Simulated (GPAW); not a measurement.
Consider KBr (Pm-3m).

```cif
data_structure
_symmetry_space_group_name_H-M 'P 1'
_symmetry_Int_Tables_number 1
_cell_length_a 4.0435
_cell_length_b 4.0435
_cell_length_c 4.0435
_cell_angle_alpha 90.000
_cell_angle_beta 90.000
_cell_angle_gamma 90.000
_cell_volume 66.11
loop_
_atom_site_label
_atom_site_type_symbol
_atom_site_fract_x
_atom_site_fract_y
_atom_site_fract_z
_atom_site_occupancy
Br1 Br 0.50000 0.50000 0.50000 1
K2 K 0.00000 0.00000 0.00000 1
```

Absorber: atom 1, with 8 K at 3.50 Å (cubic, site symmetry m-3m). Method: GPAW, LDA, full core hole (charged cell), 4-atom cell with 5.7 Å between holes, 5×5×5 k points, dipole transitions, Gaussian full width 2.52 eV up to 4 eV, rising linearly to 3.5 eV at 25 eV.

Q: Where do the maxima of the Br K edge fall?

Main maxima up to 30 eV above the zero (height): 5.2 eV (1.99) and 16.8 eV (1.53). A K edge sees empty p states on the absorber. 

The Br K spectrum (energy from the lowest empty level; intensity scaled to a mean of 1 over the first 20 eV):

```tsv
E (eV)	intensity
-2.0	0.00
-1.4	0.00
-0.8	0.02
-0.2	0.05
0.4	0.11
1.0	0.23
1.6	0.42
2.2	0.65
2.8	0.92
3.4	1.21
4.0	1.55
4.6	1.87
5.2	1.99
5.8	1.77
6.4	1.31
7.0	0.88
7.6	0.66
8.2	0.61
8.8	0.61
9.4	0.59
10.0	0.53
10.6	0.48
11.2	0.46
11.8	0.50
12.4	0.60
13.0	0.75
13.6	0.93
14.2	1.11
14.8	1.26
15.4	1.39
16.0	1.48
16.6	1.53
17.2	1.51
17.8	1.43
18.4	1.32
19.0	1.21
19.6	1.13
20.2	1.07
20.8	1.03
21.4	0.98
22.0	0.96
22.6	0.95
23.2	0.95
23.8	0.93
24.4	0.90
25.0	0.86
25.6	0.83
26.2	0.83
26.8	0.86
27.4	0.91
28.0	0.97
28.6	1.01
29.2	1.03
29.8	1.04
30.4	1.04
31.0	1.05
31.6	1.10
```

The script folds with a Gaussian, whereas the core hole's own line is a Lorentzian, so the onset is too steep and the first peak too high. The holes are only 5.7 Å apart, so the shape is probably not converged with cell size; no larger cell was run here. The structure is a computed Materials Project entry and may be a hypothetical form.

[Banner, clock and machine lines of the logs are left out without a mark of their own.]

[Logs are printed without paths, hosts, clocks, repeated set-up lines and the standing remarks that a program may print on its own settings, such as how far it seeks lower states.]

[Hosts, paths, dates, database ids (printed as entryN), source tags and the programs' standing remarks are cut or masked in the printed files.]

[Lists of maxima count a maximum above −3 eV only where it reaches 4 % of the highest in the window and stands out from its surroundings by 2 % of it (1.5 % where it reaches 55 %); shoulders and weaker maxima are passed over, and of the rest the first, up to two pre-edge ones and the few strongest are named.]
